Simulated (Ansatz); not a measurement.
Calculated with Ansatz: NbSn, single run

The command:

```bash
ansatz run input.yaml --threads 1 --pin off --max-ram 2560MiB --backend cpu --events-out ev --progress --plain --runs-dir out
```

The input file (Ansatz 0.2.0, plane waves):

```yaml
crystal:
  lattice:
    - [0.0, 3.584993, 0.0]
    - [3.584993, 0.0, 0.0]
    - [1.792496, 1.792496, -6.13492]
  atoms:
    - { symbol: Nb, position: [0.0, 0.0, 0.0] }
    - { symbol: Nb, position: [0.75, 0.25, 0.5] }
    - { symbol: Sn, position: [0.5, 0.5, 0.0] }
    - { symbol: Sn, position: [0.25, 0.75, 0.5] }
  symmetry: { tolerance: 0.0003 }
kpoints:
  mp_grid: { grid: [5, 5, 5], shift: [0, 0, 0] }
magnetization:
  spin_polarized: false
scf:
  occupations: { method: tetrahedron_uncorrected }
  mixing: { algorithm: anderson, beta: 0.7, ndim: 8 }
hamiltonian:
  pseudopotentials: { kind: paw }
  xc: pbe
basis:
  ecutwfc: 420
output:
  forces: true
  stress: true
  eigenvalues: true
```

Origin of the cell: a known structure type with other elements, at an estimated volume, so it need not be a known compound.

Output (shortened):

```
band count auto-derived: 34 (N_el = 54.0; filled up to band 27; 33 by the electrons, moments and atoms)
Pseudopotentials: kind: paw
Pseudopotential: Nb, paw, valence charge 13, recommended cutoff 420 eV (normal), Nb.paw.azcp
Pseudopotential: Sn, paw, valence charge 14, recommended cutoff 420 eV (normal), Sn.paw.azcp
Functional definition: PBE
  exchange = pbe_x(kappa = kappa, mu = beta*pi^2/3)
  correlation = pbe_c(beta = beta)
Crystal: 4 atoms, lattice volume = 78.847 Å³
Basis set: ecut = 420 eV, 1525 PW (Γ), exchange–correlation on 48×48×90 points (8 copies of the dense FFT grid, shifted against one another)
Bands: 34, of which v1, the nominal top of the filled ones, is band 27 counted from 1 (26 counted from 0)
Symmetry: 16 space group operations
Space group: I41/amd (ITA 141), of the structure as read, at distance tolerance 1.3e-3 Å
[… 5 lines left out …]
Initial density: superposition of atomic densities (neutral atoms: chi_scale 0, normalization atom), corrected by the library's trained network
Functional: x = pbe(κ = 0.804, μ = 0.219515), c = pbe(β = 0.066725)
SCF iter   1: F=—  HF=-21148.964125 eV  Δρ=6.96e-3  dr2=2.65e-2
SCF iter   2: F=—  HF=-21148.961678 eV  Δρ=3.25e-3  dr2=6.11e-3  defer=28  κ⁻¹=1.0e0(r=1)
SCF iter   3: F=—  HF=-21148.960986 eV  Δρ=6.90e-4  dr2=4.31e-4  defer=28  κ⁻¹=2.2e-2(r=2)
SCF iter   4: F=—  HF=-21148.960915 eV  Δρ=2.50e-4  dr2=2.36e-5  defer=28  κ⁻¹=8.7e-4(r=3)
SCF iter   5: F=—  HF=-21148.960935 eV  Δρ=4.29e-5  dr2=7.88e-7  defer=28  κ⁻¹=9.5e-6(r=4)
SCF iter   6: F=-21148.960935 eV  HF=-21148.960935 eV  Δρ=8.36e-6  dr2=3.97e-8
SCF 1 converged in 6 iterations: F = -21148.960935 eV  dr2 = 3.97e-8
SCF converged after 6 iterations
Stability not checked: this state was not tested for a lower state beside it, because the mixer in use, unlike msr1, does not test its closes by its own steps (another_mixer; see scf.mixing.algorithm and scf.lower_state_search)
Free energy (F): -21148.960935 eV
Harris-Foulkes:  -21148.960935 eV  (|F-HF|=1.31e-8)
Internal energy: -21148.955415 eV  (E = F + TS)
E sigma→0 (E₀):  -21148.960935 eV
Entropy (-TS):   -0.005520 eV (-1.380 meV/atom)
Fermi energy:    15.762854 eV
--- Per-component energies (eV) ---
  E_band       = -212.883498
  E_kinetic    = 1181.545714
  E_local      = -2983.929922  (includes V_loc(G=0)·N_el)
  E_nonlocal   = 180.120789
  E_hartree    = 1482.740833
  E_xc         = -1122.038762
  E_vxc        = -626.145305  (∫ρ·V_xc dr)
  E_paw        = -14422.959611  (= ΣΔE_a)
  E_vpaw       = -929.947391  (= ΣTr[D̂ρ^β])
  E_aug_tail   = 0.000015  (compensation charges beyond the density's cutoff)
  E_ewald      = -5464.434471
  E_smearing   = -0.005520  (= −TS)
  Σ components = -21148.960935   (vs F -21148.960935, Δ=0.00e0)
--- Forces (eV/Å), atoms counted from 1 ---
  atom   1  Nb     0.000000    -0.000000     0.000000
  atom   2  Nb    -0.000000     0.000000     0.000000
  atom   3  Sn     0.000000    -0.000000     0.000000
  atom   4  Sn    -0.000000     0.000000    -0.000000
  max |Σ_I F_I| component: 4.16e-17 eV/Å
--- Stress (GPa, compression-positive) ---
       51.053241      -0.000000      -0.000002
       -0.000000      51.053241      -0.000002
       -0.000002      -0.000002      -7.659847
  P = ⅓ Tr σ = 31.4822 GPa (314.822 kbar)
```

Caveats: no moments, though an odd count or open d shells may carry them; the given cell is far from equilibrium, with atoms too close or a volume far off; the k mesh is coarse if the cell is a metal.

It ran for 4.2 s on 1 thread of AMD EPYC 7R43 64-Core Processor (Zen 3), on a shared host, peak memory 0.4 GiB, from the program's own first density.
